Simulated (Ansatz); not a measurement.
Results of PBE in Ansatz (plane waves, PAW) for α-phase Li₃N.

Run with plane-wave cutoff 500 eV, 12×12×8 k mesh (along the axes of the cell as run), gaussian smearing 0.02 eV, scalar-relativistic PAW data made under PBE.

Computed at the level's own relaxed cell.

### Question
Predict the equilibrium volume per atom, lattice constant a, lattice parameter c and band gap.

### Answer

- equilibrium volume per atom = 11.05 Å³/atom
- lattice constant a = 3.634 Å
- lattice parameter c = 3.865 Å
- band gap = 1.06 eV (on the SCF k mesh)

Measured, for comparison: band gap 2.15 eV (4 K, zero-point motion not removed, indirect, optical absorption, E parallel c; as tabulated in Brendecke and Bludau (1979), doi:10.1063/1.326533); lattice parameter c 3.866 Å (temperature not stated, not corrected to a static lattice; as tabulated in "Time-of-flight neutron diffraction study of Li3N at high temperature  Sample …). Computed (rounded) less measured: band gap -1.09 eV, lattice parameter c 0.0 %.

Computed values are for the static lattice.

Ansatz is a first-principles code.
